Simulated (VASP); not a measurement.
# MoSe2 (P6_3/mmc) in VASP: settings compared, part 2 of 2

VASP 6.6.1. Earlier steps stand in the parts before.

### Step 5. Relaxation of cell and atoms, PBE

This run uses another cell than the first one, of 23.29 Å³/atom, 1.157 times its volume.

INCAR reads:

```
ALGO = Normal
EDIFF = 1E-7
EDIFFG = -0.005
ENCUT = 600
GGA = PE
IBRION = 2
ISIF = 3
ISMEAR = 0
KPAR = 2
LASPH = T
LCHARG = F
LREAL = F
LWAVE = F
NELM = 80
NSW = 90
PREC = Accurate
SIGMA = 0.03
```

KPOINTS reads:

```
k-points
0
Gamma
  9 9 2
```

POSCAR reads:

```
MoSe2                                   
1.0
    3.3229651448      0.0000000000      0.0000000000
   -1.6614825724      2.8777722313     -0.0000000000
    0.0000000000      0.0000000000     14.6111167037
  Mo              Se            
     2     4
Direct
     0.3333333332999970    0.6666666667000030    0.2500000000000000
     0.6666666667000030    0.3333333332999970    0.7500000000000000
     0.3333333332999970    0.6666666667000030    0.6356794066535549
     0.6666666667000030    0.3333333332999970    0.1356794066535550
     0.3333333332999970    0.6666666667000030    0.8643205933464451
     0.6666666667000030    0.3333333332999970    0.3643205933464450
```

Potentials or basis: VASP PAW PBE potentials, release 64 (Mo_sv, Se).

On the command line:

```
cat potpaw_PBE.64/Mo_sv/POTCAR potpaw_PBE.64/Se/POTCAR > POTCAR
mpirun -np 2 vasp_std > vasp.out
```

OUTCAR:

```text
EDIFF = 1E-7
   EDIFFG = -0.005
   ENCUT = 600
   GGA = PE
   IBRION = 2
   ISIF = 3
   ISMEAR = 0
   LASPH = T
   LREAL = F
   NELM = 80
   NSW = 90
   PREC = Accurate

 ion  position               nearest neighbor table
   1  0.333  0.667  0.250-   4 2.54   6 2.54   4 2.54   6 2.54   4 2.54   6 2.54
   2  0.667  0.333  0.750-   3 2.54   5 2.54   3 2.54   5 2.54   3 2.54   5 2.54
   3  0.333  0.667  0.636-   2 2.54   2 2.54   2 2.54
   4  0.667  0.333  0.136-   1 2.54   1 2.54   1 2.54
   5  0.333  0.667  0.864-   2 2.54   2 2.54   2 2.54
   6  0.667  0.333  0.364-   1 2.54   1 2.54   1 2.54

  LATTYP: Found a hexagonal cell.
 ALAT       =     3.3229651448
 C/A-ratio  =     4.3970117251

  Lattice vectors:

 A1 = (   3.3229651448,   0.0000000000,   0.0000000000)
 A2 = (  -1.6614825724,   2.8777722313,   0.0000000000)
 A3 = (   0.0000000000,   0.0000000000,  14.6111167037)

Analysis of symmetry for initial positions (statically):
=====================================================================
 Subroutine PRICEL returns:
 Original cell was already a primitive cell.

 Routine SETGRP: Setting up the symmetry group for a
 hexagonal supercell.

 Subroutine GETGRP returns: Found 24 space group operations
 (whereof 12 operations were pure point group operations)
 out of a pool of 24 trial point group operations.
[... 178 lines left out ...]

  FORCE on cell =-STRESS in cart. coord.  units (eV):
  Direction    XX          YY          ZZ          XY          YZ          ZX
  --------------------------------------------------------------------------------------
  -------------------------------------------------------------------------------------
  Total       -0.0453816     -0.0453816      0.0120866     -0.0000000      0.0000000      0.0000000
  in kB       -0.5203853     -0.5203853      0.1385953     -0.0000000      0.0000000      0.0000000
  external PRESSURE =      -0.3007251 kB  Pullay stress =       0.0000000 kB
[... 101 lines left out ...]
  FREE ENERGIE OF THE ION-ELECTRON SYSTEM (eV)
  ---------------------------------------------------
  free  energy   TOTEN  =       -39.9822832705 eV

  energy  without entropy=      -39.9822832705  energy(sigma->0) =      -39.98228327

[... ionic steps 4 to 17 ...]

--------------------------------------- Ionic step       18  -------------------------------------------

 number of electron      51.9999999 magnetization

------------------------ aborting loop because EDIFF is reached ----------------------------------------
[... 75 lines left out ...]
--------------------------------------- Ionic step       20  -------------------------------------------

 number of electron      51.9999999 magnetization

 Free energy of the ion-electron system (eV)
  ---------------------------------------------------
  ext. energy  EPLUGINS =         0.00000000
  ---------------------------------------------------
  free energy    TOTEN  =       -39.98291118 eV

  energy without entropy =      -39.98291118  energy(sigma->0) =      -39.98291118

 E-fermi :   4.6849     XC(G=0):  -9.6110

 val. band max:        4.3959866179   @ k =   0.3333   0.3333   0.0000
 cond. band min:       5.8207787063   @ k =   0.3333   0.3333   0.0000
 fundamental gap:      1.4247920883
 Fermi energy:         4.6849251046

 k-point     1 :       0.0000    0.0000    0.0000
  band No.  band energies     occupation
      1     -56.4694      2.00000
      2     -56.4694      2.00000
      3     -30.6116      2.00000
      4     -30.6116      2.00000
      5     -30.4526      2.00000
      6     -30.4526      2.00000
[... 838 lines left out ...]
  FREE ENERGIE OF THE ION-ELECTRON SYSTEM (eV)
  ---------------------------------------------------
  free  energy   TOTEN  =       -39.9829111756 eV

  energy  without entropy=      -39.9829111756  energy(sigma->0) =      -39.98291118

 reached required accuracy - stopping structural energy minimisation
```

CONTCAR:

```text
MoSe2
   1.00000000000000
     3.3216422636550167    0.0000000000000003    0.0000000000000000
    -1.6608211318275083    2.8766265826222401   -0.0000000000000000
    -0.0000000000000000   -0.0000000000000000   14.8712062627964521
  Mo              Se
     2     4
Direct
     0.3333333332999970    0.6666666667000030    0.2500000000000000
     0.6666666667000030    0.3333333332999970    0.7500000000000000
     0.3333333332999970    0.6666666667000030    0.6376573890169728
     0.6666666667000030    0.3333333332999970    0.1376573890169800
     0.3333333332999970    0.6666666667000030    0.8623426109830272
     0.6666666667000030    0.3333333332999970    0.3623426109830200

  0.00000000E+00  0.00000000E+00  0.00000000E+00
  0.00000000E+00  0.00000000E+00  0.00000000E+00
  0.00000000E+00  0.00000000E+00  0.00000000E+00
  0.00000000E+00  0.00000000E+00  0.00000000E+00
  0.00000000E+00  0.00000000E+00  0.00000000E+00
  0.00000000E+00  0.00000000E+00  0.00000000E+00
```

Wall time 7.9 min (2 MPI ranks of Intel Xeon 6975P-C (Granite Rapids), shared host); peak memory 0.37 GiB.

Results:

```
Free energy                            : -39.9829 eV
Relaxed volume                         : 23.68 Å³/atom
Relaxed cell                           : a = 3.322 Å, b = 3.322 Å, c = 14.871 Å, α = 90.00°, β = 90.00°, γ = 120.00°
Space group after relaxing (to 0.05 Å) : P6_3/mmc (No. 194)
Energy gained by relaxing              : 0.1 meV/atom
Ionic steps                            : 20
Pressure after relaxing                : 0.0 GPa
Band gap on the k mesh                 : 1.42 eV, direct
```

Forces in eV/Å, atoms in the order of the input:
```
Mo   0.000  0.000  0.000
Mo   0.000  0.000  0.000
Se   0.000  0.000  0.003
Se   0.000  0.000  0.003
Se   0.000  0.000 -0.003
Se   0.000  0.000 -0.003
```

The path:
| step | energy change (eV) | largest force (eV/Å) | pressure (GPa) | volume (Å³) |
| --- | --- | --- | --- | --- |
| 1 | 0.0000 | 0.0071 | -0.03 | 139.72 |
| 2 | 0.0000 | 0.0024 | 0.06 | 139.63 |
| 3 | 0.0000 | 0.0006 | 0.03 | 139.66 |
| 4 | 0.0000 | 0.0064 | 0.02 | 139.69 |
| 5 | 0.0000 | 0.0097 | 0.02 | 139.70 |
| 6 | -0.0001 | 0.0103 | 0.01 | 139.76 |
| 7 | -0.0001 | 0.0118 | -0.02 | 139.92 |
| 8 | -0.0002 | 0.0149 | -0.07 | 140.26 |
| 9 | -0.0003 | 0.0209 | -0.16 | 140.93 |
| 10 | -0.0003 | 0.0206 | -0.16 | 140.94 |
| 11 | -0.0003 | 0.0195 | -0.16 | 140.96 |
| 12 | -0.0003 | 0.0175 | -0.15 | 141.02 |
| 13 | -0.0003 | 0.0133 | -0.13 | 141.12 |
| 14 | -0.0004 | 0.0047 | -0.10 | 141.34 |
| 15 | -0.0005 | 0.0128 | -0.03 | 141.76 |
| 16 | -0.0005 | 0.0117 | -0.02 | 141.79 |
| 17 | -0.0006 | 0.0082 | 0.00 | 141.89 |
| 18 | -0.0006 | 0.0016 | 0.05 | 142.08 |
| 19 | -0.0006 | 0.0032 | 0.04 | 142.04 |
| 20 | -0.0006 | 0.0029 | 0.01 | 142.10 |

Final structure:
```cif
data_structure
_symmetry_space_group_name_H-M 'P 1'
_symmetry_Int_Tables_number 1
_cell_length_a 3.3216
_cell_length_b 3.3216
_cell_length_c 14.8712
_cell_angle_alpha 90.000
_cell_angle_beta 90.000
_cell_angle_gamma 120.000
_cell_volume 142.10
loop_
_atom_site_label
_atom_site_type_symbol
_atom_site_fract_x
_atom_site_fract_y
_atom_site_fract_z
_atom_site_occupancy
Mo1 Mo 0.33333 0.66667 0.25000 1
Mo2 Mo 0.66667 0.33333 0.75000 1
Se1 Se 0.33333 0.66667 0.63766 1
Se2 Se 0.66667 0.33333 0.13766 1
Se3 Se 0.33333 0.66667 0.86234 1
Se4 Se 0.66667 0.33333 0.36234 1
```

Levels at points of the mesh, in eV from the valence-band top:
| k point | band 22 | band 23 | band 24 | band 25 | band 26 | band 27 | band 28 | band 29 | band 30 | band 31 |
| --- | --- | --- | --- | --- | --- | --- | --- | --- | --- | --- |
| (0.00, 0.00, 0.00) | -1.18 | -1.17 | -1.17 | -0.51 | 0.00 | 2.79 | 2.79 | 2.80 | 2.80 | 3.02 |
| (0.00, 0.00, 0.50) | -1.17 | -1.17 | -1.17 | -0.18 | -0.18 | 2.80 | 2.80 | 2.80 | 2.80 | 3.03 |

Caveat: an odd mesh through Γ misses points on the zone boundary, where band edges often lie; this functional lacks dispersion, which binds the layers, so the pressure and a relaxed spacing across them are unreliable. PBE usually gives volumes a little too large and moduli too small.

### Step 6. Relaxation of cell and atoms, PBEsol

INCAR reads:

```
PREC = Accurate ; ENCUT = 600
EDIFF = 1E-6 ; ISMEAR = 0
SIGMA = 0.03 ; LREAL = False
LASPH = True ; NELM = 80
ALGO = Normal ; ISIF = 3
LWAVE = False ; LCHARG = False
GGA = PS ; IBRION = 2
NSW = 90 ; EDIFFG = -0.01
KPAR = 2
```

KPOINTS reads:

```
Automatic mesh
0
Gamma
  9 9 2
```

POSCAR reads:

```
MoSe2
1.0
    3.2880000000      0.0000000000      0.0000000000
   -1.6440000000      2.8474915276      0.0000000000
    0.0000000000      0.0000000000     12.9000000000
Mo Se
2 4
Direct
    0.3333333333      0.6666666667      0.2500000000
    0.6666666667      0.3333333333      0.7500000000
    0.3333333333      0.6666666667      0.6250000000
    0.6666666667      0.3333333333      0.1250000000
    0.3333333333      0.6666666667      0.8750000000
    0.6666666667      0.3333333333      0.3750000000
```

Potentials or basis: VASP PAW PBE potentials, release 64 (Mo_sv, Se).

On the command line:

```
cat potpaw_PBE.64/Mo_sv/POTCAR potpaw_PBE.64/Se/POTCAR > POTCAR
mpirun -np 2 vasp_std > vasp.out
```

It took 7 min on 2 MPI ranks of Intel Xeon Platinum 8259CL at 2.50GHz (Skylake/Cascade Lake), shared host; peak memory 0.33 GiB.

It converged, with:

| Item | Value |
| --- | --- |
| Free energy | -43.2631 eV |
| Relaxed volume | 20.34 Å³/atom |
| Relaxed cell | a = 3.272 Å, b = 3.272 Å, c = 13.164 Å, α = 90.00°, β = 90.00°, γ = 120.00° |
| Space group after relaxing (to 0.05 Å) | P6_3/mmc (No. 194) |
| Energy gained by relaxing | 14.0 meV/atom |
| Ionic steps | 5 |
| Pressure after relaxing | 0.0 GPa |
| Largest force after relaxing | 0.005 eV/Å |
| Band gap on the k mesh | 1.00 eV, indirect (least direct gap 1.49 eV) |

Forces on the atoms (eV/Å):
```
Mo   0.000  0.000  0.000
Mo   0.000  0.000  0.000
Se   0.000  0.000 -0.005
Se   0.000  0.000 -0.005
Se   0.000  0.000  0.005
Se   0.000  0.000  0.005
```

The path:
| step | energy change (eV) | largest force (eV/Å) | pressure (GPa) | volume (Å³) |
| --- | --- | --- | --- | --- |
| 1 | 0.0000 | 0.8474 | 3.53 | 120.78 |
| 2 | 0.1461 | 1.1549 | -7.71 | 128.65 |
| 3 | -0.0719 | 0.0364 | -1.08 | 123.56 |
| 4 | -0.0720 | 0.0584 | -0.97 | 123.48 |
| 5 | -0.0842 | 0.0051 | -0.04 | 122.03 |

Final structure:
```yaml
crystal:
  lattice:
    - [3.27165, 0.00000, 0.00000]
    - [-1.63582, 2.83333, 0.00000]
    - [0.00000, 0.00000, 13.16413]
  atoms:
    - { symbol: Mo, position: [0.33333, 0.66667, 0.25000] }
    - { symbol: Mo, position: [0.66667, 0.33333, 0.75000] }
    - { symbol: Se, position: [0.33333, 0.66667, 0.62343] }
    - { symbol: Se, position: [0.66667, 0.33333, 0.12343] }
    - { symbol: Se, position: [0.33333, 0.66667, 0.87657] }
    - { symbol: Se, position: [0.66667, 0.33333, 0.37657] }
```

Levels at points of the mesh, in eV from the valence-band top:
```csv
k point,band 23,band 24,band 25,band 26,band 27,band 28,band 29,band 30
"(0.00, 0.00, 0.00)",-1.40,-1.07,-0.90,0.00,2.64,2.64,2.70,2.70
"(0.00, 0.00, 0.50)",-1.42,-1.42,-0.20,-0.20,2.66,2.66,2.66,2.66
```

Caveat: the PAW data sets were made with another functional, which shifts forces and pressure a little; an odd mesh through Γ misses points on the zone boundary, where band edges often lie; this functional lacks dispersion, which binds the layers, so the pressure and a relaxed spacing across them are unreliable.

### Step 7. Summary

```csv
level,gap on the mesh (eV),pressure (GPa),relaxed volume (Å³/atom)
PBE+D3(BJ),0.84,0.0,-
PBE,1.42,0.0,23.68
PBEsol,1.00,0.0,20.34
```

Alike in all rows: task relaxation of cell and atoms; potentials or basis VASP PAW PBE potentials, release 64 (Mo_sv, Se); no spin polarisation; cell relaxed; k mesh 9 × 9 × 2; cutoff (eV) 600; smearing gaussian 0.03 eV.

Caveats: an odd mesh through Γ misses points on the zone boundary, where band edges often lie; this functional lacks dispersion, which binds the layers, so the pressure and a relaxed spacing across them are unreliable (some runs); the relaxation stopped at its first step, so nothing moved (some runs); the PAW data sets were made with another functional, which shifts forces and pressure a little (some runs).

Absolute energies hang on the potentials; compare differences alone.
